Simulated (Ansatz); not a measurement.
ZnCu: energy above lowest point against volume scale

Free energy against uniform scaling of the volume at fixed shape and fractions; periodic cell, basis, potentials, k mesh and filling as listed. The results are calculated, by Ansatz 0.2.0.

The cell before it is scaled or strained (space group Pm-3m, No. 221):
```
CELL_PARAMETERS angstrom
2.95480 0.00000 0.00000
0.00000 2.95480 0.00000
0.00000 0.00000 2.95480
ATOMIC_POSITIONS crystal
Zn 0.50000 0.50000 0.50000
Cu 0.00000 0.00000 0.00000
```

Settings of every row: functional PBE; dispersion none; potentials PAW; wave cutoff 420 eV; density cutoff 1680 eV; k mesh 8x8x8; k shift 0x0x0; occupations gaussian; smearing width 0.1 eV; spin none.

Limits: coarse k mesh, up to 40 meV an atom off.

```csv
row,volume scale,V (Å³/atom),energy above lowest point (meV/atom)
1,0.9406,12.133,26.1
2,0.9703,12.516,7.9
3,1,12.899,0
4,1.0297,13.282,?
5,1.0594,13.665,8.6
```

Question: what energy above lowest point should row 4 give?

Worked fit of energy above lowest point. Take u = (V_r/V)^(2/3) − 1 with V_r = 12.707 Å³ an atom, which is twice the finite (Eulerian) strain; such expansions in the strain, on which the Birch-Murnaghan equation of state is built, carry the rest volume and the bulk modulus. The shown rows have u = 0.0313, 0.01015, -0.00995, -0.0473. Least squares give energy above lowest point = 2.81 + 398.4 × u + 11018 × u² meV/atom; a straight line predicts inner rows, each left out in turn, worse (root mean square 11 against 0.17 meV/atom). The rows lie off it by 0.0, -0.1, 0.1, 0.0. Its lowest point lies at u = -0.0181, or V = 13.06 Å³ an atom, and the curvature there gives the bulk modulus at fixed shape and fractions, B = (4/9)(1 + u)² E″(u)/V = 116 GPa. The withheld row has u = -0.02907, so the fit gives 2.81 + 398.4 × (-0.02907) + 11018 × (-0.02907)² = 0.5 meV/atom.

The calculation gave 0.7 meV/atom. The fit lies 0.2 meV/atom (0.77 % of the column's range) below it; its largest miss of a shown row is 0.1 meV/atom.
